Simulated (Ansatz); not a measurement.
A run of Ansatz 0.2.0 is set up as follows.

The input input.yaml:

```yaml
crystal:
  lattice:
    - [4.0473293151, 0.0, 0.0]
    - [-2.0236646576, 3.5050900044, 0.0]
    - [0.0, 0.0, 18.05206491]
  atoms:
    - { symbol: In, position: [0.3333333333, 0.6666666667, 0.07739049] }
    - { symbol: In, position: [0.3333333333, 0.6666666667, 0.92260951] }
    - { symbol: In, position: [0.0, 0.0, 0.42260632] }
    - { symbol: In, position: [0.0, 0.0, 0.57739368] }
    - { symbol: Se, position: [0.3333333333, 0.6666666667, 0.35298428] }
    - { symbol: Se, position: [0.3333333333, 0.6666666667, 0.64701572] }
    - { symbol: Se, position: [0.6666666667, 0.3333333333, 0.14699993] }
    - { symbol: Se, position: [0.6666666667, 0.3333333333, 0.85300007] }
hamiltonian:
  xc: blyp
  pseudopotentials: { kind: paw }
kpoints:
  mp_grid: { grid: [8, 8, 2] }
scf:
  occupations: { method: fermi_dirac, width: 0.05 }
output:
  forces: true
  stress: true
  eigenvalues: true
relax:
  f_tol: 0.01
  max_steps: 40
  cell: { stress_tol: 0.05 }
```

Potentials or basis: Ansatz PAW.

Launch:

```bash
$ ansatz run input.yaml --threads 4 --pin off --max-ram 11264MiB --backend cpu --events-out ev --progress --plain --runs-dir out
```

Task: Estimate the relaxed volume.

Result: 43.69 Å³/atom.

Task: Predict the space group after relaxing (to 0.05 Å).

Result: P-6m2 (No. 187).

Forces in eV/Å, atoms in the order of the input:
```
In   0.000  0.000  0.005
In   0.000  0.000 -0.005
In   0.000  0.000 -0.005
In   0.000  0.000  0.005
Se   0.000  0.000  0.003
Se   0.000  0.000 -0.003
Se   0.000  0.000 -0.003
Se   0.000  0.000  0.003
```

Caveat: the volume moved by over 15 % at a fixed basis, so the end points are rough; the plane-wave basis is chosen anew once the cell has moved, so the energies of steps on either side of that aren't comparable; spin-orbit coupling is left out, which moves the levels of the heavy elements; this functional lacks dispersion, which binds the layers, so the pressure and a relaxed spacing across them are unreliable, and here the layers came unbound; the PAW data sets come from PBE, with cores solved anew for the run's functional, which leaves a small shift of forces and pressure.
